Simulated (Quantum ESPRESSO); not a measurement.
A run of Quantum ESPRESSO 7.5 is set up as follows.

Contents of pw.in:

```
&CONTROL
  calculation = 'scf'
  prefix = 'pwscf'
  outdir = './tmp'
  pseudo_dir = './pseudo'
  tprnfor = .true.
  disk_io = 'nowf'
/
&SYSTEM
  ibrav = 0
  nat = 2
  ntyp = 2
  ecutwfc = 88
  nbnd = 12
  input_dft = 'XC-000I-000I-000I-000I-000I-660L'
  occupations = 'fixed'
  nqx1 = 6
  nqx2 = 6
  nqx3 = 6
  ecutfock = 176
  nosym = .true.
/
&ELECTRONS
  conv_thr = 1d-07
  electron_maxstep = 120
  mixing_beta = 0.5
  adaptive_thr = .true.
/
ATOMIC_SPECIES
Mg    24.3050 Mg_ONCV_PBE-1.2.upf
O     15.9990 O_ONCV_PBE-1.2.upf
CELL_PARAMETERS angstrom
   0.0000000000    2.0970013927    2.0970013927
   2.0970013927    0.0000000000    2.0970013927
   2.0970013927    2.0970013927    0.0000000000
ATOMIC_POSITIONS crystal
Mg     0.0000000000    0.0000000000    0.0000000000
O      0.5000000000    0.5000000000    0.5000000000
K_POINTS automatic
6 6 6 0 0 0
```

Potentials or basis: SG15 PBE 1.2.

Launch:

```sh
$ OMP_NUM_THREADS=1 mpirun -n 2 pw.x -nk 2 -in pw.in > pw.out
```

Estimate the band gap on the k mesh.

7.84 eV, direct.

Caveat: the k mesh is coarse (spacing up to 0.43 Å⁻¹), so the values aren't converged, least of all with exact exchange.
